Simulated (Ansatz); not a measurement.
Here is an unrelaxed guess for Al.

```xyz
1
Lattice="2.3058 0.0000 0.0000 0.0000 2.3058 0.0000 0.0000 0.0000 3.5301" Properties=species:S:1:pos:R:3 pbc="T T T"
Al    0.0000    0.0000    0.0000
```

Computed with Ansatz 0.2.0, DFT PBE, scalar-relativistic, plane waves, PAW. Cutoff 420 eV; k points 8×8×6 on the computed 1-atom cell (Γ-centred); Gaussian smearing, width 0.10 eV; no spin polarisation.

Energies count from the standard state of Al at the same level.

Question: How far from equilibrium is it?

Answer: The pressure is 27.0 GPa (the mean over three directions, positive in compression), the largest force is 0.00 eV/Å (symmetry fixes the atoms), and the energy is +1.40 eV/atom against the standard state. The shortest distance is 2.31 Å.

Question: Is it a good guess?

Answer: A poor one: relaxing gains about 1.0 eV/atom (the start's value is from the coarse mesh, so the gain is rough) in 15 ionic steps and ends at +0.37 eV/atom on the finer mesh. The symmetry goes from P4/mmm (No. 123) to Pm-3m (No. 221). The end has the simple cubic type. The volume per atom grows by 7.4 %, from 18.8 to 20.2 Å³. The shortest distance goes from 2.31 Å (Al–Al) to 2.72 Å (Al–Al). Conventional cell: a = 2.722 Å. Al is surrounded by 6 Al at 2.72 Å.

The last run used a 20×20×20 mesh for its 1-atom cell and Gaussian smearing of 0.10 eV. The relaxation can't lower the symmetry of the start, and the grade says only how near the guess is to its own end. Symmetry constrained the relaxation, so the result can be a saddle point. Another cell of Al relaxed alike, in Fm-3m, lies 0.37 eV/atom lower, so this cell isn't the stable form at this level.
